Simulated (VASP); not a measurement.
Here is a VASP 6.6.1 calculation.

Contents of INCAR:

```
SYSTEM = Si
PREC = Accurate
ENCUT = 520
EDIFF = 1E-6
ISMEAR = 0
SIGMA = 0.05
LREAL = .FALSE.
LASPH = .TRUE.
NELM = 100
ALGO = Normal
ISIF = 2
LWAVE = .FALSE.
LCHARG = .TRUE.
GGA = PS
LELF = .TRUE.
LVHAR = .TRUE.
NBANDS = 11
```

KPOINTS

```
Automatic mesh
0
G
  16 16 16
  0 0 0
```

File POSCAR:

```
Si
1.0
    0.0000000000      2.4353506348      2.4353506348
    2.4353506348      0.0000000000      2.4353506348
    2.4353506348      2.4353506348      0.0000000000
Si
2
Direct
    0.7500000000      0.7500000000      0.7500000000
    0.5000000000      0.5000000000      0.5000000000
```

Potentials or basis: VASP PAW PBE potentials, release 64 (Si).

Run with:

```bash
$ cat potpaw_PBE.64/Si/POTCAR > POTCAR
$ mpirun -np 1 vasp_std > vasp.out
```

Q: Estimate the band gap on the k mesh.

A: None (metal or under the smearing width).

Q: Predict the pressure.

A: 59.8 GPa.

Caveat: a pressure of tens of GPa on the cell as given is suspect, and the run, the potentials or the cell itself is likely at fault; the PAW data sets were made with another functional, which shifts forces and pressure a little.

**Experimental background.**

“Dopant-enhanced solid phase epitaxy in buried amorphous silicon layers”, 2010, arxiv:1007.5372 quotes, for a bulk crystal of Si at 0 K: band gap 1.1692 eV.

A measured gap of Si is 1.1692 eV (0 K; quoted in “Dopant-enhanced solid phase epitaxy in buried amorphous silicon layers”, 2010, arxiv:1007.5372); the calculated 0.00 eV misses it by -1.17 eV. So large a miss can be the level of theory's own, or it may mean another phase, state or a wrong row. 2 values of this kind are on record (1.1 to 1.1692 eV); this one was drawn at random. The value is that of PBEsol on a finite k mesh, which can miss the band edges, without temperature or zero-point motion. Semilocal functionals fall short of measured gaps as a rule.
